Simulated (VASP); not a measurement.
# GaP (F-43m) in VASP: further runs, part 3 of 3

VASP 6.6.1. The steps go on from the part before.

### Step 5. G0W0 quasiparticle levels, PBE

POSCAR reads:

```
GaP
1.0
    0.0000000000      2.7252500000      2.7252500000
    2.7252500000      0.0000000000      2.7252500000
    2.7252500000      2.7252500000      0.0000000000
Ga P
1 1
Direct
    0.0000000000      0.0000000000      0.0000000000
    0.7500000000      0.7500000000      0.7500000000
```

INCAR.step1 reads:

```
PREC = Accurate ; ENCUT = 450
EDIFF = 1E-8 ; ISMEAR = 0
SIGMA = 0.01 ; LREAL = False
LASPH = True ; NELM = 100
ALGO = Fast ; LWAVE = True
LCHARG = False ; GGA = PE
```

INCAR.step2 reads:

```
PREC = Accurate ; ENCUT = 450
EDIFF = 1E-8 ; ISMEAR = 0
SIGMA = 0.01 ; LREAL = False
LASPH = True ; NELM = 1
ALGO = Exact ; LWAVE = True
LCHARG = False ; GGA = PE
NBANDS = 106 ; LOPTICS = True
ISTART = 1
```

INCAR.step3 reads:

```
PREC = Accurate ; ENCUT = 450
EDIFF = 1E-8 ; ISMEAR = 0
SIGMA = 0.01 ; LREAL = False
LASPH = True ; ALGO = EVGW0
LWAVE = False ; LCHARG = False
GGA = PE ; NELMGW = 1
NBANDS = 106 ; ENCUTGW = 100
NOMEGA = 48 ; PRECFOCK = Fast
ISTART = 1 ; NBANDSGW = 17
```

KPOINTS reads:

```
Automatic mesh
0
Gamma
  3 3 3
```

Potentials or basis: VASP PAW PBE potentials, release 64 (Ga_d_GW, P_GW).

Command:

```console
> cat potpaw_PBE.64/Ga_d_GW/POTCAR potpaw_PBE.64/P_GW/POTCAR > POTCAR
> cp INCAR.step1 INCAR
> mpirun -np 1 vasp_std > vasp.out
> cp INCAR.step2 INCAR
> mpirun -np 1 vasp_std > vasp.out
> cp INCAR.step3 INCAR
> mpirun -np 1 vasp_std > vasp.out
```

OUTCAR:

```text
PREC = Accurate
   ENCUT = 450
   EDIFF = 1E-8
   ISMEAR = 0
   LREAL = False
   LASPH = True
   GGA = PE
   NELMGW = 1
   ENCUTGW = 100
   PRECFOCK = Fast
   ISTART = 1

 Found      4 irreducible k-points:

 Following reciprocal coordinates:
            Coordinates               Weight
  0.000000  0.000000  0.000000      1.000000
  0.333333  0.000000  0.000000      8.000000
  0.333333  0.333333  0.000000      6.000000
 -0.333333  0.333333  0.000000     12.000000
   k-points           NKPTS =      4   k-points in BZ     NKDIM =     27   number of bands    NBANDS=    106
   number of dos      NEDOS =    301   number of ions     NIONS =      2
   total plane-waves  NPLWV =  21952
   dimension x,y,z NGX =    28 NGY =   28 NGZ =   28
   dimension x,y,z NGXF=    56 NGYF=   56 NGZF=   56
   ions per type =               1   1
   NGX,Y,Z   is equivalent  to a cutoff of  12.08, 12.08, 12.08 a.u.
   NGXF,Y,Z  is equivalent  to a cutoff of  24.16, 24.16, 24.16 a.u.
 SYSTEM =  unknown system
   PREC   = accura    normal or accurate (medium, high low for compatibility)
   ISTART =      1    job   : 0-new  1-cont  2-samecut
   ICHARG =      0    charge: 1-file 2-atom 10-const
   ISPIN  =      1    spin polarized calculation?
   LNONCOLLINEAR =      F non collinear calculations
   LSORBIT =      F    spin-orbit coupling
   LASPH  =      T    aspherical Exc in radial PAW
   ENCUT  =  450.0 eV  33.07 Ry    5.75 a.u.   6.67  6.67  6.67*2*pi/ulx,y,z
   NELM   =     60;   NELMIN=  2; NELMDL=  0     # of ELM steps
   EDIFF  = 0.1E-07   stopping-criterion for ELM
   LREAL  =      F    real-space projection
   EDIFFG = 0.1E-06   stopping-criterion for IOM
   NSW    =      0    number of steps for IOM
   IBRION =     -1    ionic relax: 0-MD 1-quasi-New 2-CG
   NFREE  =      0    steps in history (QN), initial steepest desc. (CG)
   ISIF   =      0    stress and relaxation
   ISYM   =      3    0-nonsym 1-usesym 2-fastsym
   POTIM  = 0.5000    time-step for ionic-motion
   TEBEG  =    0.0;   TEEND  =   0.0 temperature during run
   PSTRESS=    0.0 pullay stress
   NELECT =      18.0000    total number of electrons
   NUPDOWN=      -1.0000    fix difference up-down
   EMIN   =  10.00;   EMAX   =-10.00  energy-range for DOS
   EFERMI =   0.00;   METHOD = LEGACY
   ISMEAR =     0;   SIGMA  =   0.01  broadening in eV -4-tet -1-fermi 0-gaus
   EFERMI_NEDOS =   21; number of points for ismear=-14 and -15
   IALGO  =     38    algorithm
   IMIX   =      4    mixing-type and parameters
     AMIX     =   0.40;   BMIX     =  1.00
     AMIX_MAG =   1.60;   BMIX_MAG =  1.00
  volume/ion in A,a.u.               =      20.24       136.59
  Fermi-wavevector in a.u.,A,eV,Ry     =   1.249538  2.361284 21.243377  1.561344
  Thomas-Fermi vector in A             =   2.383574
   LORBIT       =      0    0 simple, 1 ext, 2 COOP (PROOUT), +10 PAW based schemes
   GGA     = PE    functional components
   LHFCALC =     T    Hartree Fock is set to
   PRECFOCK=fast      Normal, Fast or Accurate (Low or Medium for compatibility)
   ENCUT4O =  -1.0   cutoff for four orbital integrals eV
   NKREDX  =     1    reduce k-point grid by
   NKREDY  =     1    reduce k-point grid by
   NKREDZ  =     1    reduce k-point grid by
   AEXX    =    1.0000 exact exchange contribution
   HFSCREEN=    0.0000 screening length (either q_TF or 0.3 A-1)
   HFSCREENC=   0.0000 screening length for correlation (either q_TF or 0.3 A-1)
   ENCUTFOCK=  -1.0 apply spherical cutoff to Coloumb kernel
   IVDW    =     0    specifies the selected vdW correction
   LEPSILON=     F    determine dielectric tensor
   LRPA    =     F    only Hartree local field effects (RPA)
   LRPAFORCE           =     F    calculate RPA forces
   ENCUTGW             = 100.0    cutoff for response function in eV
   ENCUTGWSOFT         =  80.0    soft cutoff for Coulomb kernel in GW response function in eV
   ENCUTLF             =  -1.0    cutoff for local field effects
   NELMGW              =     1    number of iterations in solving QP/BSE equation
   NELMHF              =     1    number of iterations in the inner HF iteration
   NKREDLFX            =     1    NKREDLFY  =   1   NKREDLFZ  =   1
 non-spin polarized calculation
 Gauss-broadening in eV      SIGMA  =   0.01
  energy-cutoff  :      450.00
  volume of cell :       40.48
 maximum number of plane-waves:       893
 NGX is ok and might be reduce to    28
  NGX = 16; NGY = 16; NGZ = 16
   NGX = 13   NGY = 13   NGZ = 13
 maximum number of plane-waves:        92
 NGX is ok and might be reduce to    14

 QP shifts <psi_nk| G(iteration)W_0 |psi_nk>: iteration 1
 for sc-GW calculations column KS-energies equals QP-energies in previous step
 and V_xc(KS)=  KS-energies - (<T + V_ion + V_H > + <T+V_H+V_ion>^1  + <V_x>^1)

 k-point   1 :       0.0000    0.0000    0.0000
  band No.  KS-energies  QP-energies   sigma(KS)   V_xc(KS)     V^pw_x(r,r')   Z            occupation Imag(sigma)

      1     -10.1855     -12.9239     -25.6377     -21.6845     -35.0252       0.6927       2.0000       0.2506
      2     -10.1855     -12.9239     -25.6377     -21.6845     -35.0252       0.6927       2.0000       0.2506
      3     -10.1855     -12.9239     -25.6377     -21.6845     -35.0252       0.6927       2.0000       0.2506
      4     -10.0899     -12.8608     -25.7940     -21.8031     -35.1436       0.6943       2.0000       0.2175
      5     -10.0899     -12.8608     -25.7940     -21.8031     -35.1436       0.6943       2.0000       0.2175
      6      -8.0299      -8.5034     -12.0234     -11.3535     -18.6291       0.7068       2.0000       1.2090
[... 9 lines left out ...]
     16      14.1509      14.4544     -10.4268     -10.8284      -4.9890       0.7557       0.0000      -0.2585
     17      16.8528      16.7159      -8.3428      -8.1664      -2.3911       0.7761       0.0000      -0.5179

 k-point   2 :       0.3333    0.0000    0.0000
  band No.  KS-energies  QP-energies   sigma(KS)   V_xc(KS)     V^pw_x(r,r')   Z            occupation Imag(sigma)

      1     -10.2449     -12.9141     -25.2588     -21.4019     -34.6068       0.6921       2.0000       0.2823
      2     -10.1656     -12.9151     -25.6789     -21.7194     -35.0663       0.6944       2.0000       0.2487
      3     -10.1656     -12.9151     -25.6789     -21.7194     -35.0663       0.6944       2.0000       0.2487
      4     -10.0862     -12.8689     -25.8023     -21.8122     -35.1585       0.6974       2.0000       0.2160
      5     -10.0862     -12.8689     -25.8023     -21.8122     -35.1585       0.6974       2.0000       0.2160
      6      -6.7233      -7.2056     -12.6520     -11.9516     -18.9041       0.6887       2.0000       0.9332
[... 9 lines left out ...]
     16      14.1473      14.0425      -8.2857      -8.1523      -2.6893       0.7859       0.0000      -0.3691
     17      19.2487      19.3191      -9.6109      -9.7041      -3.0812       0.7551       0.0000      -0.7255

 k-point   3 :       0.3333    0.3333    0.0000
  band No.  KS-energies  QP-energies   sigma(KS)   V_xc(KS)     V^pw_x(r,r')   Z            occupation Imag(sigma)

      1     -10.2749     -12.9181     -25.2144     -21.3727     -34.5686       0.6880       2.0000       0.2855
      2     -10.1380     -12.9125     -25.7532     -21.7800     -35.1478       0.6983       2.0000       0.2456
      3     -10.1380     -12.9125     -25.7532     -21.7800     -35.1478       0.6983       2.0000       0.2456
      4     -10.1153     -12.8611     -25.7025     -21.7282     -35.0419       0.6909       2.0000       0.2200
      5     -10.0738     -12.8709     -25.8253     -21.8336     -35.1855       0.7007       2.0000       0.2125
      6      -6.2578      -6.7425     -12.7137     -12.0133     -18.7791       0.6920       2.0000       0.8576
[... 9 lines left out ...]
     16      18.8867      18.9479      -9.3124      -9.3929      -2.9341       0.7596       0.0000      -0.6719
     17      19.8687      20.1127     -10.6853     -11.0084      -3.9445       0.7550       0.0000      -0.9176

 k-point   4 :      -0.3333    0.3333    0.0000
  band No.  KS-energies  QP-energies   sigma(KS)   V_xc(KS)     V^pw_x(r,r')   Z            occupation Imag(sigma)

      1     -10.2739     -12.9134     -25.1718     -21.3467     -34.5251       0.6901       2.0000       0.2928
      2     -10.1480     -12.9140     -25.7166     -21.7434     -35.0963       0.6961       2.0000       0.2427
      3     -10.1366     -12.9151     -25.7531     -21.7834     -35.1500       0.6999       2.0000       0.2459
      4     -10.1004     -12.8649     -25.7586     -21.7746     -35.1095       0.6939       2.0000       0.2170
      5     -10.0831     -12.8728     -25.8005     -21.8123     -35.1572       0.6995       2.0000       0.2135
      6      -5.2808      -5.7851     -13.3648     -12.6406     -19.1783       0.6963       2.0000       0.7296
[... 9 lines left out ...]
     16      19.4742      19.4988      -9.1647      -9.1973      -2.7823       0.7550       0.0000      -0.6729
     17      20.2154      20.4398     -10.3390     -10.6356      -3.3956       0.7567       0.0000      -0.9185
```

Wall time 41 s (1 thread of Intel Xeon 6975P-C (Granite Rapids), shared host); peak memory 0.24 GiB.

The run converged, but some of its settings lie outside the range that counts as converged, so its numbers aren't taken as properties of the crystal.

Results:

```
Band gap on the k mesh, mean-field level : 1.70 eV, indirect (least direct gap 1.80 eV)
Quasiparticle gap                        : 2.22 eV
Least direct quasiparticle gap           : 2.72 eV
```

Caveat: the k mesh is coarse (spacing up to 0.67 Å⁻¹), so the values aren't converged; bands, screening cutoff and mesh are small and nothing is extrapolated, so the quasiparticle values aren't converged; an odd mesh through Γ misses points on the zone boundary, where band edges often lie.
